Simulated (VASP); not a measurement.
Here is a VASP 6.6.1 calculation.

Contents of INCAR:

```
SYSTEM = SiC
PREC = Accurate
ENCUT = 520
EDIFF = 1E-8
ISMEAR = 0
SIGMA = 0.02
LREAL = .FALSE.
LASPH = .TRUE.
NELM = 100
ALGO = Normal
ISIF = 2
LWAVE = .FALSE.
LCHARG = .FALSE.
GGA = PE
LEPSILON = .TRUE.
IBRION = 8
NSW = 1
```

The input KPOINTS:

```
Automatic mesh
0
G
  4 4 4
  0 0 0
```

POSCAR

```
SiC                                     
1.0
    0.0000000000      2.1910157017      2.1910157017
    2.1910157017      0.0000000000      2.1910157017
    2.1910157017      2.1910157017      0.0000000000
  Si              C             
     1     1
Direct
     0.0000000000000000    0.0000000000000000    0.0000000000000000
     0.2500000000000000    0.2500000000000000    0.2500000000000000
```

Potentials or basis: VASP PAW PBE potentials, release 64 (Si, C).

Launch:

```bash
$ cat potpaw_PBE.64/Si/POTCAR potpaw_PBE.64/C/POTCAR > POTCAR
$ mpirun -np 1 vasp_std > vasp.out
```

(1) Predict the electronic dielectric tensor (diagonal).

(2) Estimate the Born charges (mean of the diagonal).

(3) What does it give for the band gap on the k mesh?

(4) What does it give for the highest phonon frequency at Γ, LO-TO splitting left out?

Results:

(1) 9.49.

(2) Si +2.91; C -2.91 e.

(3) 1.33 eV, indirect (least direct gap 4.50 eV).

(4) 776 cm⁻¹.

Caveat: the k mesh is coarse (spacing up to 0.62 Å⁻¹), so the values aren't converged.
